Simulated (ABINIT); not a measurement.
Runs of ABINIT 10.8.3 (patched build) on Ta. It takes space group P6_3/mmc (No. 194, hexagonal). Conventional cell: a = 2.900 Å, b = 2.900 Å, c = 5.166 Å, α = 90.00°, β = 90.00°, γ = 120.00°. Around Ta (site symmetry -6m2) lie 12 Ta at 2.90 to 3.08 Å. This isn't the form of Ta at room conditions, which is bcc.

```csv
task,cell,k mesh,cutoff (eV),smearing,bands in the sums,broadening (eV),scissor shift (eV),tensor components,cell freedom (optcell),gap on the mesh (eV),pressure (GPa)
optical spectrum,as given,"18 × 18 × 8, shifted",707,fermi-dirac 0.2 eV,19,0.2,0,"[11, 33]",-,-,(a)
single point,as given,8 × 8 × 4,707,fermi-dirac 0.05 eV,-,-,-,-,-,none,-13.1
relaxation of cell and atoms,relaxed,8 × 8 × 4,789,fermi-dirac 0.05 eV,-,-,-,-,2,none,0.0
single point,cell relaxed,8 × 8 × 4,789,fermi-dirac 0.05 eV,-,-,-,-,-,none,0.0
phonons,cell relaxed at zero pressure by an earlier run,12 × 12 × 6,789,cold (ABINIT) 0.1 eV,-,-,-,-,-,none,-0.7
```

Alike in all rows: level LDA; potentials or basis PseudoDojo NC SR LDA v0.4.1 standard; no spin polarisation.

Question: Estimate the missing entries.

Answer: (a) -12.2.

Caveats: the intraband (Drude) term is left out (some runs); spectra need much finer meshes, so this one isn't converged (some runs); independent-particle spectra lack excitons (some runs).

A k mesh can miss the band edges, and the runs leave out spin-orbit coupling on Ta.

A gap of «none» marks a metal or a gap under the smearing width.
